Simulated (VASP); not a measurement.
Here is a VASP 6.6.1 calculation.

The input INCAR:

```
  PREC = Accurate
  ENCUT = 500
  EDIFF = 1E-6
  ISMEAR = -5
  SIGMA = 0.05
  LREAL = False
  LASPH = True
  NELM = 150
  ALGO = Normal
  ISIF = 2
  LWAVE = False
  LCHARG = False
  ISPIN = 2
  MAGMOM = 0 0 4 -2
  LORBIT = 11
  LMAXMIX = 4
  LDAU = True
  LDAUTYPE = 2
  LDAUL = -1 2
  LDAUU = 0 3
  LDAUJ = 0 0.5
  LDAUPRINT = 1
  GGA = CA
  NBANDS = 24
```

The input KPOINTS:

```
regular mesh
0
Gamma
  7 7 5
```

File POSCAR:

```
MnSb
1.0
    4.1500000000      0.0000000000      0.0000000000
   -2.0750000000      3.5940054257      0.0000000000
    0.0000000000      0.0000000000      5.7800000000
Sb Mn
2 2
Direct
    0.6666666667      0.3333333333      0.7500000000
    0.3333333333      0.6666666667      0.2500000000
    0.0000000000      0.0000000000      0.5000000000
    0.0000000000      0.0000000000      0.0000000000
```

Potentials or basis: VASP PAW LDA potentials, release 64 (Sb, Mn).

Command:

```console
$ cat potpaw_LDA.64/Sb/POTCAR potpaw_LDA.64/Mn/POTCAR > POTCAR
$ mpirun -np 1 vasp_std > vasp.out
```

**Question.** Estimate the site moments.

**Answer.** Sb +0.00; Mn +3.86, -3.86 μB.

**Question.** What does it give for the pressure?

**Answer.** -3.6 GPa.

**Question.** Estimate the band gap on the k mesh.

**Answer.** None (metal or under the smearing width).

**Question.** Estimate the net moment.

**Answer.** 0.00 μB per cell.

Eigenvalues of the final occupation matrices:
| site | spin | trace | eigenvalues |
| --- | --- | --- | --- |
| site 3 d | 1 | 4.41 | 0.87 0.87 0.87 0.90 0.90 |
| site 3 d | 2 | 0.61 | 0.05 0.05 0.09 0.21 0.21 |
| site 4 d | 1 | 0.61 | 0.05 0.05 0.09 0.21 0.21 |
| site 4 d | 2 | 4.41 | 0.87 0.87 0.87 0.90 0.90 |

Caveat: the U is typed as a test and isn't derived for this compound; tetrahedron occupations give inexact forces and stress in metals. The run has no spin-orbit coupling, so splittings on Sb are missing.
